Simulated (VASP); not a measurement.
# MoH6 (F-43m) in VASP: further runs

Runs on MoH6. Level: PBE. Tasks: relaxation of cell and atoms.

Everything below comes from runs of VASP 6.6.1. Logs are shortened: lines on timing, memory, paths and dates and some standing lists are left out, and cuts for length are marked.

## Step 1: The crystal as given

The structure is cubic, space group F-43m (No. 216). The conventional cell has a = 6.428 Å, b = 6.428 Å, c = 6.428 Å, α = 90.00°, β = 90.00°, γ = 90.00°. H (site symmetry 2mm) is surrounded by 4 H at 1.92 Å. Mo (site symmetry -43m) is surrounded by 12 H at 2.29 Å.

The cell was built by a generator and needn't be a form met in nature.

## Step 2: Relaxation of cell and atoms, PBE

Input file INCAR:

```
SYSTEM = MoH6
PREC = Normal
ENCUT = 520
EDIFF = 1E-4
ISMEAR = 0
SIGMA = 0.15
LREAL = .False.
LASPH = .True.
NELM = 60
ALGO = Fast
ISIF = 3
LWAVE = .False.
LCHARG = .False.
GGA = PE
IBRION = 2
NSW = 24
EDIFFG = -0.08
```

Input file KPOINTS:

```
Automatic mesh
0
Gamma
  4 4 4
  0 0 0
```

Input file POSCAR:

```
MoH6
1.0
    0.0000000000      3.2141875000      3.2141875000
    3.2141875000      0.0000000000      3.2141875000
    3.2141875000      3.2141875000      0.0000000000
H Mo
6 1
Direct
    0.7890084100      0.2109915900      0.2109915900
    0.2109915900      0.7890084100      0.7890084100
    0.2109915900      0.2109915900      0.7890084100
    0.7890084100      0.7890084100      0.2109915900
    0.7890084100      0.2109915900      0.7890084100
    0.2109915900      0.7890084100      0.2109915900
    0.7500000000      0.7500000000      0.7500000000
```

Potentials or basis: VASP PAW PBE potentials, release 64 (H, Mo_sv).

On the command line:

```sh
> cat potpaw_PBE.64/H/POTCAR potpaw_PBE.64/Mo_sv/POTCAR > POTCAR
> mpirun -np 1 vasp_std > vasp.out
```

OUTCAR:

```text
SYSTEM = MoH6
   PREC = Normal
   ENCUT = 520
   EDIFF = 1E-4
   ISMEAR = 0
   LREAL = .False.
   LASPH = .True.
   NELM = 60
   ISIF = 3
   GGA = PE
   IBRION = 2
   NSW = 24
   EDIFFG = -0.08

 ion  position               nearest neighbor table
   1  0.789  0.211  0.211-
   2  0.211  0.789  0.789-
   3  0.211  0.211  0.789-
   4  0.789  0.789  0.211-
   5  0.789  0.211  0.789-
   6  0.211  0.789  0.211-
   7  0.750  0.750  0.750-

  LATTYP: Found a face centered cubic cell.
 ALAT       =     6.4283750000

  Lattice vectors:

 A1 = (   0.0000000000,   3.2141875000,   3.2141875000)
 A2 = (   3.2141875000,   0.0000000000,   3.2141875000)
 A3 = (   3.2141875000,   3.2141875000,   0.0000000000)

Analysis of symmetry for initial positions (statically):
=====================================================================
 Subroutine PRICEL returns:
 Original cell was already a primitive cell.

 Routine SETGRP: Setting up the symmetry group for a
 face centered cubic supercell.

 Subroutine GETGRP returns: Found 24 space group operations
 (whereof 24 operations were pure point group operations)
 out of a pool of 48 trial point group operations.

The static configuration has the point symmetry T_d .

Analysis of symmetry for dynamics (positions and initial velocities):
=====================================================================
 Subroutine PRICEL returns:
 Original cell was already a primitive cell.

 Routine SETGRP: Setting up the symmetry group for a
 face centered cubic supercell.

 Subroutine GETGRP returns: Found 24 space group operations
 (whereof 24 operations were pure point group operations)
 out of a pool of 48 trial point group operations.

The dynamic configuration has the point symmetry T_d .

 Subroutine INISYM returns: Found 24 space group operations
 (whereof 24 operations are pure point group operations),
 and found     1 'primitive' translations

----------------------------------------------------------------------------------------

                                     Primitive cell

  volume of cell :      66.4116

  direct lattice vectors                    reciprocal lattice vectors
     0.000000000  3.214187500  3.214187500    -0.155560309  0.155560309  0.155560309
     3.214187500  0.000000000  3.214187500     0.155560309 -0.155560309  0.155560309
     3.214187500  3.214187500  0.000000000     0.155560309  0.155560309 -0.155560309

  length of vectors
     4.545547555  4.545547555  4.545547555     0.269438358  0.269438358  0.269438358

  position of ions in fractional coordinates (direct lattice)
[... 103 lines left out ...]
 conjugate gradient relaxation of ions
 non-spin polarized calculation
 RMM-DIIS sequential band-by-band and
 Gauss-broadening in eV      SIGMA  =   0.15
  energy-cutoff  :      520.00
  volume of cell :       66.41
 maximum number of plane-waves:      1812
   NGX = 17   NGY = 17   NGZ = 17

--------------------------------------- Ionic step        1  -------------------------------------------

 number of electron      20.0000001 magnetization

 Free energy of the ion-electron system (eV)
  ---------------------------------------------------
  ext. energy  EPLUGINS =         0.00000000
  ---------------------------------------------------
  free energy    TOTEN  =       -23.69981344 eV

  energy without entropy =      -23.61282588  energy(sigma->0) =      -23.65631966

------------------------ aborting loop because EDIFF is reached ----------------------------------------

  FORCE on cell =-STRESS in cart. coord.  units (eV):
  Direction    XX          YY          ZZ          XY          YZ          ZX
  --------------------------------------------------------------------------------------
  -------------------------------------------------------------------------------------
  Total      -10.8382979    -10.8382979    -10.8382979      0.0000000      0.0000000      0.0000000
  in kB     -261.4737208   -261.4737208   -261.4737208      0.0000000      0.0000000      0.0000000
  external PRESSURE =    -261.4737208 kB  Pullay stress =       0.0000000 kB
[... 28 lines left out ...]
--------------------------------------- Ionic step        2  -------------------------------------------

 number of electron      19.9999996 magnetization

 E-fermi :   2.4218     XC(G=0):  -9.7621

 val. band max:        2.3697164007   @ k =  -0.2500   0.5000   0.2500
 cond. band min:       2.4706060342   @ k =  -0.2500   0.2500   0.0000
 fundamental gap:      0.1008896335
 Fermi energy:         2.4217641682

 k-point     1 :       0.0000    0.0000    0.0000
  band No.  band energies     occupation
      1     -58.9114      2.00000
      2     -32.9215      2.00000
      3     -32.9215      2.00000
      4     -32.9215      2.00000
      5      -6.8989      2.00000
      6      -1.3106      2.00000
      7      -1.3106      2.00000
      8      -1.3106      2.00000
      9       0.8872      2.00000
     10       0.8872      2.00000
     11       7.7859      0.00000
     12       7.7863      0.00000
     13       7.7919      0.00000
     14       7.8901      0.00000
[... 192 lines left out ...]
  FREE ENERGIE OF THE ION-ELECTRON SYSTEM (eV)
  ---------------------------------------------------
  free  energy   TOTEN  =       -27.0094123047 eV

  energy  without entropy=      -26.9618247103  energy(sigma->0) =      -26.98561851

[... ionic steps 4 to 8 ...]

--------------------------------------- Ionic step        9  -------------------------------------------

 number of electron      19.9999997 magnetization

------------------------ aborting loop because EDIFF is reached ----------------------------------------
[... 77 lines left out ...]
--------------------------------------- Ionic step       11  -------------------------------------------

 number of electron      20.0000001 magnetization

 Free energy of the ion-electron system (eV)
  ---------------------------------------------------
  ext. energy  EPLUGINS =         0.00000000
  ---------------------------------------------------
  free energy    TOTEN  =       -27.34999601 eV

  energy without entropy =      -27.29343694  energy(sigma->0) =      -27.32171648

 E-fermi :   5.1451     XC(G=0): -11.0791

 val. band max:        5.1389467625   @ k =  -0.2500   0.5000   0.2500
 cond. band min:       5.2448692400   @ k =  -0.2500   0.2500   0.0000
 fundamental gap:      0.1059224775
 Fermi energy:         5.1451104969

 k-point     1 :       0.0000    0.0000    0.0000
  band No.  band energies     occupation
      1     -56.0634      2.00000
      2     -30.1539      2.00000
      3     -30.1539      2.00000
      4     -30.1539      2.00000
      5      -6.0799      2.00000
      6       0.0919      2.00000
      7       0.0919      2.00000
      8       0.0919      2.00000
      9       2.7482      2.00000
     10       2.7482      2.00000
     11      11.4156      0.00000
     12      13.2247      0.00000
     13      13.2247      0.00000
     14      13.2247      0.00000
[... 151 lines left out ...]
  FREE ENERGIE OF THE ION-ELECTRON SYSTEM (eV)
  ---------------------------------------------------
  free  energy   TOTEN  =       -27.3499960135 eV

  energy  without entropy=      -27.2934369449  energy(sigma->0) =      -27.32171648

 reached required accuracy - stopping structural energy minimisation
```

OSZICAR:

```text
N       E                     dE             d eps       ncg     rms          rms(c)
DAV:   1     0.760386120606E+02    0.76039E+02   -0.11721E+04   288   0.126E+03
DAV:   2    -0.253103429725E+02   -0.10135E+03   -0.99971E+02   278   0.278E+02
DAV:   3    -0.279542889344E+02   -0.26439E+01   -0.26267E+01   284   0.410E+01
[... 99 lines left out ...]
RMM:   3    -0.273573670810E+02    0.73151E-01   -0.90224E-02   224   0.263E+00    0.803E-01
RMM:   4    -0.273763011493E+02   -0.18934E-01   -0.14872E-01   231   0.222E+00    0.151E+00
RMM:   5    -0.273499027759E+02    0.26398E-01   -0.55674E-02   227   0.186E+00    0.152E-01
RMM:   6    -0.273500677421E+02   -0.16497E-03   -0.35445E-03   194   0.397E-01    0.864E-02
RMM:   7    -0.273499960135E+02    0.71729E-04   -0.43547E-04   147   0.131E-01
  11 F= -.27349996E+02 E0= -.27321716E+02  d E =-.957741E-02
```

It took 87 s on 1 thread of Intel Xeon Platinum 8375C at 2.90GHz (Ice Lake), shared host; peak memory 0.16 GiB.

Results:

| Quantity | Value |
| --- | --- |
| Free energy | -27.3500 eV |
| Relaxed volume | 5.55 Å³/atom |
| Relaxed cell | a = 3.802 Å, b = 3.802 Å, c = 3.802 Å, α = 60.00°, β = 60.00°, γ = 60.00° |
| Space group after relaxing (to 0.05 Å) | Fm-3m (No. 225) |
| Energy gained by relaxing | 521.5 meV/atom |
| Ionic steps | 11 |
| Pressure after relaxing | 0.8 GPa |
| Largest force after relaxing | 0.017 eV/Å |
| Band gap on the k mesh | none (metal or under the smearing width) |

Forces on the atoms (eV/Å):
```
H    0.017  0.000  0.000
H   -0.017  0.000  0.000
H    0.000  0.000  0.017
H    0.000  0.000 -0.017
H    0.000 -0.017  0.000
H    0.000  0.017  0.000
Mo   0.000  0.000  0.000
```

Step by step:
```csv
step,energy change (eV),largest force (eV/Å),pressure (GPa),volume (Å³)
1,0.0000,0.1447,-26.15,66.41
2,-2.1918,0.2881,-23.15,52.61
3,-3.3096,0.4270,-8.53,42.49
4,-3.4125,0.4952,2.88,38.48
5,-3.4168,0.4811,-0.23,39.27
6,-3.4905,0.3784,0.36,39.06
7,-3.6170,0.1420,1.71,38.44
8,-3.5779,0.1704,6.90,37.22
9,-3.6406,0.0291,3.34,37.99
10,-3.6457,0.0090,-2.35,39.51
11,-3.6502,0.0171,0.76,38.88
```

Final structure:
```cif
data_structure
_symmetry_space_group_name_H-M 'P 1'
_symmetry_Int_Tables_number 1
_cell_length_a 3.8025
_cell_length_b 3.8025
_cell_length_c 3.8025
_cell_angle_alpha 60.000
_cell_angle_beta 60.000
_cell_angle_gamma 60.000
_cell_volume 38.88
loop_
_atom_site_label
_atom_site_type_symbol
_atom_site_fract_x
_atom_site_fract_y
_atom_site_fract_z
_atom_site_occupancy
H1 H 0.75222 0.24778 0.24778 1
H2 H 0.24778 0.75222 0.75222 1
H3 H 0.24778 0.24778 0.75222 1
H4 H 0.75222 0.75222 0.24778 1
H5 H 0.75222 0.24778 0.75222 1
H6 H 0.24778 0.75222 0.24778 1
Mo1 Mo 0.75000 0.75000 0.75000 1
```

Levels at points of the mesh, in eV from the Fermi level:
```csv
k point,band 6,band 7,band 8,band 9,band 10,band 11,band 12,band 13,band 14
"(0.00, 0.00, 0.00)",-5.05,-5.05,-5.05,-2.40,-2.40,6.27,8.08,8.08,8.08
"(0.50, 0.00, 0.00)",-6.93,-4.28,-4.28,-0.07,-0.07,0.29,0.29,0.78,6.66
"(0.50, 0.50, 0.00)",-6.41,-6.33,-2.33,-2.33,-0.01,-0.01,0.11,0.95,3.69
```

Caveat: the k mesh is coarse (spacing up to 0.42 Å⁻¹), so the values aren't converged; the volume moved by over 15 % at a fixed basis, so the end points are rough; the relaxation stopped at a loose force limit of 0.08 eV/Å, so its end isn't a converged minimum.

(Part 1 of 2 ends here.)
